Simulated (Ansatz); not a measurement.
# TiSi2 (Immm) in Ansatz: band structure with HSE06

Aim: the band structure of TiSi2 with HSE06.

All numbers are computed with Ansatz 0.2.0; they aren't measurements. Logs are shortened: lines on timing, memory, paths and dates and some standing lists are left out, and cuts for length are marked.

### 1 Starting point

It takes space group Immm (No. 71, orthorhombic). The conventional cell has a = 2.946 Å, b = 3.424 Å, c = 8.424 Å, α = 90.00°, β = 90.00°, γ = 90.00°. Ti (site symmetry mmm) is surrounded by 10 Si at 2.67 to 2.78 Å and 2 Ti at 2.95 Å. Si (site symmetry mm2) is surrounded by 7 Si at 2.63 to 2.95 Å and 5 Ti at 2.67 to 2.78 Å.

The cell comes from a database or a generator and needn't be the stable form of this composition.

### 2 Band structure, HSE06

input

```
crystal:
  lattice:
    - [-1.472872, 1.71213, 4.212083]
    - [1.472872, -1.71213, 4.212083]
    - [1.472872, 1.71213, -4.212083]
  atoms:
    - { symbol: Ti, position: [0.0, 0.0, 0.0] }
    - { symbol: Si, position: [0.670078, 0.670078, 0.0] }
    - { symbol: Si, position: [0.329922, 0.329922, 0.0] }
hamiltonian:
  xc: hse06
  pseudopotentials: { kind: paw }
kpoints:
  mp_grid: { grid: [8, 8, 8] }
  band_path:
    path:
      - [[0.0, 0.0, 0.0], [-0.2805686444, 0.2805686444, 0.2805686444], [-0.4892620261, 0.4892620261, 0.0718752627], [-0.5, 0.5, 0.0], [-0.75, 0.25, 0.25], [-0.5, 0.0, 0.5], [-0.7194313556, -0.2805686444, 0.7194313556], [-0.5, -0.5, 0.5], [0.0, 0.0, 0.0], [-0.2913066183, 0.2913066183, -0.2913066183], [-0.5, 0.0, 0.0], [-0.75, 0.25, 0.25]]
      - [[-0.5107379739, 0.5107379739, -0.0718752627], [-0.2913066183, 0.2913066183, -0.2913066183]]
      - [[-0.7086933817, -0.2913066183, 0.2913066183], [-0.5, -0.5, 0.5]]
    npoints: 4
scf:
  occupations: { method: fermi_dirac, width: 0.05 }
  n_extra_bands: 7
output:
  forces: true
  stress: true
  eigenvalues: true
  fatbands: false
  write_density: true
  write_potential: true
  elf: true
  volumetric_format: npy
```

Potentials or basis: Ansatz PAW.

The log of the run:

```text
Warning: output.stress: scf.convergence.dr2_threshold = 1e-7 eV (the SCF's general default) is looser than the 3e-10 eV advised for a printed stress (1e-10 eV for each atom of the cell: 3). What an SCF threshold leaves in a stress goes as its square root, and in the free energy as the threshold itself, and one threshold admits the most on a small cell: of the crystals measured, under no hybrid functional and no lock of the moments, on runs that ended without the residual-converged pass, on stresses that held no estimate of that error, the worst erred by over 100 MPa in a component at 1e-7 eV an atom and by under 5 at 1e-10. Set scf.convergence.dr2_threshold to 3e-10 eV or tighter. The threshold is an SCF's pass mark: one that does not reach it within its budget of iterations ends unconverged, or closes short of it on a stop that the run arms, and scf.convergence.dr2_threshold's page says what that costs each kind of run
Warning: output.stress: scf.exx.energy_threshold = 1e-6 eV is looser than the 3e-8 eV advised for a stress under a hybrid functional (1e-8 eV for each atom of the cell: 3). Every SCF of the exchange loop can meet its threshold on dr2 while the loop round them stops early: no threshold on dr2 bounds what that leaves in the stress. Set scf.exx.energy_threshold to 3e-8 eV or tighter. The threshold is the loop's pass mark: a loop that does not reach it within its budget of cycles ends unconverged, and scf.exx.energy_threshold's page has the law
scf.n_extra_bands = 7 over 10 filled bands (N_el = 20.0): the run solves 17 bands
GPUs: using 1 of 1 available (devices: 1).
Engine: ansatz 0.2.0, x86_64-unknown-linux-gnu
Pseudopotentials: kind: paw
Pseudopotential: Ti, paw, valence charge 12, recommended cutoff 420 eV (normal), Ti.paw.azcp
Pseudopotential: Si, paw, valence charge 4, recommended cutoff 420 eV (normal), Si.paw.azcp
Functional definition: HSE06
  parameter a = 0.25
  parameter omega = 0.11/bohr
  exchange = pbe_x - a*pbe_x_sr(omega) + a*exact_x_sr(omega)
  correlation = pbe_c
device memory: the entry about to start is reckoned to put 1.1 GiB on a device that reports 54.2 GiB free (of which the cap on the GPU budget leaves the run 18.0 GiB)
GPU FFT provider: cuFFT
GPU libraries: cuBLAS 13.8.2, cuFFT 12.4.0, cuSOLVER 12.3.4
Crystal: 3 atoms, lattice volume = 42.487 Å³
Basis set: ecut = 420 eV, 839 PW (Γ), exchange–correlation on 64×64×64 points (8 copies of the dense FFT grid, shifted against one another)
Bands: 17, of which v1, the nominal top of the filled ones, is band 10 counted from 1 (9 counted from 0)
Symmetry: 8 space group operations
Space group: Immm (ITA 71), of the structure as read, at distance tolerance 3.5e-5 Å
k-points: 95 of 512
Non-local potential: Ti, projectors of the file, l = 0: 3, l = 1: 2, l = 2: 3, l = 3: 1
Non-local potential: Si, projectors of the file, l = 0: 2, l = 1: 2, l = 2: 2
PAW form: soft (Blöchl's): semilocal exchange-correlation on the pseudo side does not see the compensation charge
PAW frozen core: Ti, regenerated for the run's functional, and the local potential with it (the file was generated under x = pbe(κ = 0.804, μ = 0.2195149727645171), c = pbe(β = 0.06672455060314922))
PAW frozen core: Si, regenerated for the run's functional, and the local potential with it (the file was generated under x = pbe(κ = 0.804, μ = 0.2195149727645171), c = pbe(β = 0.06672455060314922))
PAW one-centre angular grid: Ti, 590 points (default); XC on 64 Gauss nodes
PAW one-centre angular grid: Si, 110 points (default); XC on 64 Gauss nodes
Initial density: superposition of atomic densities (neutral atoms: chi_scale 0, normalization atom), corrected by the library's trained network
Initial wavefunctions: pseudopotential atomic-orbital guess
GPU buffer pool allocated for 32768 grid points (all kernels)
GPU transforms: local potential and band sums: pruned to the plane-wave sphere, on 32×32×32
[... 45 lines left out ...]
SCF iter   5: F=—  HF=-3772.717026 eV  |F-HF|=—  |Δ(HF+E_count)|=   8.03e-9  Δρ=7.13e-7  dr2=5.06e-10  ethr=2.01e-10  ⟨swp⟩=3.0  Hψ=2760  notcnv=0  defer=4
SCF iter   6: F=-3772.717026 eV  HF=-3772.717026 eV  |F-HF|=6.55e-11  |Δ(HF+E_count)|=   2.17e-9  Δρ=5.86e-7  dr2=1.24e-10  ethr=1.00e-12  ⟨swp⟩=4.3  Hψ=4082  notcnv=0
SCF 3 converged in 6 iterations: F = -3772.717026 eV  dr2 = 1.24e-10
  Residual-converged pass: ⟨swp⟩=2.7  Hψ=2665  notcnv=0  max |occ|·‖R‖ = 2.7e-7 eV (tolerance 2.7e-7 eV)  dr2=1.24e-10  dr2_onsite=1.44e-11  max |Δocc| = 2.5e-12
hybrid outer 2: dexx = +8.314e-7 eV, tail = 1.01e-8 eV, Δε = 1.76e-3 eV (about 3.50e-5 eV left of the loop's levels), ΔF = 9.13e-4 eV/Å (tail 2.52e-4)
device memory: the entry about to start is reckoned to put 0.4 GiB on a device that reports 78.5 GiB free (of which the cap on the GPU budget leaves the run 18.0 GiB)
NSCF: frozen V_eff on 55 k-points, pencils in batches of 32, up to order 76
hybrid SCF converged: 2 outer / 13 inner (+7 warm-up), last move |dexx| = 8.31e-7 eV, tail = 1.01e-8 eV
Stability not checked: this state was not tested for a lower state beside it, because the functional holds exact exchange (a hybrid, or Hartree-Fock), whose exchange loop this test does not read (fock_operator; see scf.lower_state_search)
Free energy (F): -3772.717026 eV
Frozen-core exchange: fock
Harris-Foulkes:  -3772.717026 eV  (|F-HF|=6.55e-11)
Internal energy: -3772.709031 eV  (E = F + TS)
E sigma→0 (E₀):  -3772.713028 eV
Entropy (-TS):   -0.007995 eV (-2.665 meV/atom)
Fermi energy:    12.515613 eV
--- Per-component energies (eV) ---
  E_band       = -146.770384
  E_kinetic    = 358.219131
  E_local      = -1015.254180  (includes V_loc(G=0)·N_el)
  E_nonlocal   = 53.906595
  E_hartree    = 441.148114
  E_xc         = -171.853651
  E_vxc        = -177.991218  (∫ρ·V_xc dr)
  E_exx        = -50.738190  (= α·E_x^exact, valence–valence)
  E_paw        = -2060.603145  (= ΣΔE_a)
  E_vpaw       = -146.470784  (= ΣTr[D̂ρ^β])
  E_aug_tail   = 0.000137  (compensation charges beyond the density's cutoff)
  E_ewald      = -1327.243671
  E_core_change = -0.290171  (= ΣΔE_core)
  E_smearing   = -0.007995  (= −TS)
  E_closure    = -0.000000  (closes the sum)
  Σ components = -3772.717026   (vs F -3772.717026, Δ=0.00e0)
--- Forces (eV/Å), atoms counted from 1 ---
  atom   1  Ti    -0.00000000     0.00000000     0.00000000
  atom   2  Si    -0.00000000     0.00000000     0.00909801
  atom   3  Si     0.00000000     0.00000000    -0.00909801
  max |Σ_I F_I| component: 1.55e-25 eV/Å
--- Stress (GPa, compression-positive) ---
       -2.503439      -0.000000       0.000000
       -0.000000      -2.620991      -0.000000
        0.000000      -0.000000      -4.176192
  P = ⅓ Tr σ = -3.1002 GPa (-31.002 kbar)
--- Band table (eV; the first three rows and the last of 95) ---
  k-point 0: bands = ["-48.6810", "-23.4006", "-23.3710", "-23.1015", "-1.8424", "6.8822", "7.5509", "9.8583", "11.4717", "13.5442", "14.7808", "15.6167", "15.8507", "16.9680", "17.2920", "18.7521", "18.8490"]
  k-point 1: bands = ["-48.6739", "-23.3909", "-23.3818", "-23.1588", "-1.3257", "7.2998", "7.3714", "9.3957", "11.3914", "12.1976", "13.8062", "15.3406", "16.7282", "17.0051", "17.4469", "18.3914", "18.7586"]
  k-point 2: bands = ["-48.6568", "-23.4042", "-23.3677", "-23.2930", "0.1690", "6.8539", "7.9676", "8.7751", "10.4266", "11.3541", "11.9372", "16.1218", "16.2666", "16.9077", "17.1425", "18.1640", "18.7924"]
  k-point 94: bands = ["-48.6811", "-23.4074", "-23.3736", "-23.1026", "-0.5345", "2.2234", "10.7916", "10.8685", "11.9130", "13.1051", "15.0980", "15.2753", "15.6880", "16.4993", "16.9260", "20.2065", "21.8642"]
```

Run time: 3 min. Hardware: 1 × NVIDIA H100 80GB HBM3 with 2 threads of AMD EPYC 7R13 (Zen 3), shared host; peak memory 4.2 GiB.

What came out:

```
Free energy            : -3772.7170 eV
Pressure               : -3.1 GPa
Largest force          : 0.009 eV/Å
Band gap on the k mesh : none (metal or under the smearing width)
```

Forces in eV/Å, atoms in the order of the input:
```
Ti   0.000  0.000  0.000
Si   0.000  0.000  0.009
Si   0.000  0.000 -0.009
```

Levels at the corners of the path, in eV from the Fermi level:
```
point  band 6  band 7  band 8  band 9  band 10  band 11  band 12  band 13  band 14  band 15
    Γ   -5.63   -4.96   -2.66   -1.04     1.03     2.27     3.10     3.34     4.45     4.78
    X   -8.76   -6.43   -1.59   -1.25    -0.84     1.26     3.06     3.76     4.36     4.60
    L   -7.72   -5.84   -3.76   -3.62    -1.54    -1.14     2.33     3.29     3.91     4.59
    T   -6.15   -5.96   -5.44   -3.50    -1.66    -1.21     2.93     3.57     3.74     4.08
    W   -6.12   -6.00   -5.96   -2.55    -1.69    -1.18     1.11     3.68     4.32     4.37
    R   -9.39   -4.39   -4.11   -1.20    -0.63     1.21     2.99     4.01     4.34     4.92
   X1   -8.76   -6.43   -1.59   -1.25    -0.84     1.26     3.06     3.76     4.36     4.60
    Z  -10.29   -1.72   -1.65   -0.60     0.59     2.58     2.76     3.17     3.98     4.41
    Γ   -5.63   -4.96   -2.66   -1.04     1.03     2.27     3.10     3.34     4.45     4.78
    Y  -10.09   -6.98   -2.31   -1.30     1.44     2.62     2.72     3.56     5.33     6.10
    S  -10.50   -5.22   -4.60   -1.10     1.38     2.67     3.21     4.14     4.34     6.12
    W   -6.12   -6.00   -5.96   -2.55    -1.69    -1.18     1.11     3.68     4.32     4.37
   L1   -7.72   -5.84   -3.76   -3.62    -1.54    -1.14     2.33     3.29     3.91     4.59
    Y  -10.09   -6.98   -2.31   -1.30     1.44     2.62     2.72     3.56     5.33     6.10
   Y1  -10.09   -6.98   -2.31   -1.30     1.44     2.62     2.72     3.56     5.33     6.10
    Z  -10.29   -1.72   -1.65   -0.60     0.59     2.58     2.76     3.17     3.98     4.41
```

Caveat: the PAW data sets come from PBE, with cores solved anew for the run's functional, which leaves a small shift of forces and pressure; the thresholds are loose for stress.
